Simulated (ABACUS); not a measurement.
The system is Mo.

```xyz
1
Lattice="-1.5838 1.5838 1.5838 1.5838 -1.5838 1.5838 1.5838 1.5838 -1.5838" Properties=species:S:1:pos:R:3 pbc="T T T"
Mo    0.0000    0.0000    0.0000
```

* Program: ABACUS 3.10.1
* Task: relaxation of cell and atoms
* Functional: revTPSS
* Potentials or basis: SG15 ONCV 1.2 PBE
* Cutoff: 1279 eV
* Density cutoff: 5116 eV
* Basis: plane waves
* k mesh: 8 × 8 × 8
* Occupations: fermi-dirac, width 0.05 eV
* Spin: no spin polarisation

At the start: pressure -6.8 GPa; volume 15.89 Å³/atom.

Question: How do energy, volume and symmetry change on relaxing?

Answer: Over 4 steps the energy falls by 8.9 meV/atom and the volume is 15.48 Å³/atom (-2.6 %); space group Im-3m (No. 229, to 0.05 Å).

The path:
```csv
step,energy change (eV),largest force (eV/Å),pressure (GPa),volume (Å³)
1,0.0000,0.0000,-6.78,15.89
2,0.0727,0.0000,24.37,14.34
3,-0.0089,0.0000,-0.25,15.50
4,-0.0089,0.0000,-0.01,15.48
```

Final structure:
```
CELL_PARAMETERS angstrom
-1.57012 1.57012 1.57012
1.57012 -1.57012 1.57012
1.57012 1.57012 -1.57012
ATOMIC_POSITIONS crystal
Mo 0.00000 0.00000 0.00000
```

Caveat: the potentials were made for another functional, which shifts forces and pressure.
